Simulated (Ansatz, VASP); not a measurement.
## Ta3N in VASP and in Ansatz

```
Ta N
1.0
     3.05231    0.00000    0.00000
    -1.52615    2.64337    0.00000
     0.00000    0.00000    7.57397
Ta N
3 1
Direct
  0.66667 0.33333 0.82607
  0.33333 0.66667 0.17393
  0.00000 0.00000 0.50000
  0.00000 0.00000 0.00000
```

The cell comes from a database or a generator and needn't be the stable form of this composition.

Alike in both runs: task single point; functional r2SCAN; k mesh 10 × 10 × 4; occupations fermi-dirac, width 0.05 eV; no spin polarisation.

```csv
,VASP,Ansatz
version,VASP 6.6.1,Ansatz 0.2.0
potentials or method,"VASP PAW PBE potentials, release 64 (Ta_pv, N)",Ansatz PAW
plane-wave cutoff (eV),520,500
valence electrons in the cell,38,44
```

Ansatz gave:

```
gap on the k mesh at the Fermi level (eV)       : none
pressure (GPa)                                  : -8.7
largest component of the traceless stress (GPa) : 1.38
rms of the force components (eV/Å)              : 0.075
```

**Question.** Which values does VASP return?

**Answer.** gap on the k mesh at the Fermi level (eV): none; pressure (GPa): -7.9; largest component of the traceless stress (GPa): 1.36; rms of the force components (eV/Å): 0.049.

Atom by atom the forces differ by 0.026 eV/Å (rms over components). A gap of «none» marks a metal or a gap that the smearing closes. The two sets of potentials don't hold the same shells in valence.

Caveats: the PAW data sets were made with another functional, which shifts forces and pressure a little (VASP); the PAW data sets come from PBE, with cores solved anew for the run's functional, which leaves a small shift of forces and pressure (Ansatz). The runs have no spin-orbit coupling, so splittings on Ta are missing.
